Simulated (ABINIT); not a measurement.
A run of ABINIT 10.8.3 (patched build) is set up as follows.

File run.abi:

```
ndtset 7
getwfk -1
scalecart1 3*0.9795861087
scalecart2 3*0.9864848297
scalecart3 3*0.9932883884
scalecart4 3*1.0000000000
scalecart5 3*1.0066227096
scalecart6 3*1.0131594038
scalecart7 3*1.0196128224

pp_dirpath "./"
pseudos "P.upf, B.upf"

acell 3*1.0
rprim
     0.0000000000     4.2877885768     4.2877885768
     4.2877885768     0.0000000000     4.2877885768
     4.2877885768     4.2877885768     0.0000000000
ntypat 2
znucl 15 5
natom 2
typat 1 2
xred
     0.7500000000     0.7500000000     0.7500000000
     0.0000000000     0.0000000000     0.0000000000

ecut 38.0

kptopt 1
ngkpt 10 10 10
nshiftk 1
shiftk 0.0 0.0 0.0

ixc -150130

nband 8
occopt 3
tsmear 0.05 eV

nstep 100
tolvrs 1.0e-10

iomode 3
prtwf 1
prtden 0
prteig 0
prtebands 0
enunit 1
```

Potentials or basis: PseudoDojo NC SR PBEsol v0.4.1 standard.

The run is started by

```bash
$ abinit run.abi > log 2>&1
```

What does it give for the equilibrium volume?

11.44 Å³/atom.

Predict the bulk modulus.

173 GPa.

Energy against volume, from the lowest point:
| volume (Å³/atom) | energy (meV/atom) |
| --- | --- |
| 10.981 | 10.84 |
| 11.214 | 2.59 |
| 11.448 | 0.00 |
| 11.682 | 2.55 |
| 11.915 | 9.77 |
| 12.149 | 21.22 |
| 12.383 | 36.52 |

Caveat: pressures at fixed basis lie under the slope of the energies; the potentials were made for another functional, which shifts forces and pressure.

**Experimental background.**

From “Equation of state of single-crystal cubic boron phosphide”, 2014, arxiv:1407.1677, for a bulk crystal of BP at 300 K: bulk modulus 179 ± 1 GPa.

A measured bulk modulus of BP is 179 GPa (300 K; “Equation of state of single-crystal cubic boron phosphide”, 2014, arxiv:1407.1677); the calculated 173 GPa misses it by -3.5 %. 3 values of this kind are on record (173 to 179 GPa); this one was drawn at random among those near their median, those with a stated uncertainty first. The fit is for a static lattice scaled at fixed shape and fixed fractional positions.
